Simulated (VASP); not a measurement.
Set up this calculation in VASP 6.6.1, as the native input.

```yaml
Task: relaxation of cell and atoms
Functional: rev-vdW-DF2
Potentials_or_basis: VASP PAW PBE potentials, release 64 (S, Zr_sv)
Cutoff: 600 eV
k_mesh: 9 × 9 × 1
Occupations: gaussian, width 0.03 eV
Spin: no spin polarisation
Further_INCAR_settings: ALGO = Normal; EDIFF = 1e-07; IBRION = 2; EDIFFG = -0.005; NSW = 90; ISIF = 3
```

The structure of ZrS2 lies in POSCAR:

```
ZrS2                                    
1.0
    3.6560983655     -0.0000000001      0.0000000000
   -1.8280491779      3.1662740600      0.0000000000
    0.0000000000      0.0000000000     26.9155419100
  S               Zr            
     4     2
Direct
     0.6666666699999979    0.3333333400000029    0.3378663976511853
     0.3333333300000021    0.6666666599999971    0.4462106321697883
     0.6666666699999979    0.3333333400000029    0.5537893678302113
     0.3333333300000021    0.6666666599999971    0.6621336023488147
     0.0000000000000000    0.0000000000000000    0.3919987721861231
     0.0000000000000000    0.0000000000000000    0.6080012278138770
```

One way to write it, as run:

INCAR

```
SYSTEM = ZrS2
PREC     = Accurate       ! precision mode
ENCUT    = 600            ! plane-wave cutoff, eV
EDIFF    = 1E-7           ! SCF threshold, eV
ISMEAR   = 0              ! smearing method
SIGMA    = 0.03           ! smearing width, eV
LREAL    = .FALSE.        ! projectors in reciprocal space
LASPH    = .TRUE.         ! aspherical terms in the spheres
NELM     = 80             ! most SCF steps
ALGO     = Normal         ! electronic algorithm
ISIF     = 3              ! what is computed and relaxed
LWAVE    = .FALSE.        ! write WAVECAR
LCHARG   = .FALSE.        ! write CHGCAR
GGA      = MK             ! functional
LUSE_VDW = .TRUE.       
AGGAC    = 0.0          
PARAM1   = 0.1234       
PARAM2   = 0.711357     
ZAB_VDW  = -1.8867      
IBRION   = 2              ! ionic algorithm
NSW      = 90             ! ionic steps
EDIFFG   = -0.005         ! ionic threshold
LATTICE_CONSTRAINTS= .TRUE. .TRUE. .FALSE.
```

KPOINTS

```
Automatic mesh
0
G
  9 9 1
  0 0 0
```

Potentials or basis: VASP PAW PBE potentials, release 64 (S, Zr_sv).

Launch:

```sh
$ cat potpaw_PBE.64/S/POTCAR potpaw_PBE.64/Zr_sv/POTCAR > POTCAR
$ mpirun -np 1 vasp_std > vasp.out
```

Results of the run:

* Relaxed volume: 51.95 Å³/atom
* Relaxed cell: a = 3.657 Å, b = 3.657 Å, c = 26.916 Å, α = 90.00°, β = 90.00°, γ = 120.00°
* Space group after relaxing (to 0.05 Å): P-3m1 (No. 164)
* Energy gained by relaxing: 0.0 meV/atom
* Ionic steps: 3
* Largest force after relaxing: 0.004 eV/Å
* Band gap on the k mesh: 1.05 eV, indirect (least direct gap 1.62 eV)

Caveat: the PAW data sets were made with another functional, which shifts forces and pressure a little.

Run time: 12 min on 1 thread of AMD EPYC 9R45 (Zen 5), with other jobs on the host, peak memory 1.4 GiB.
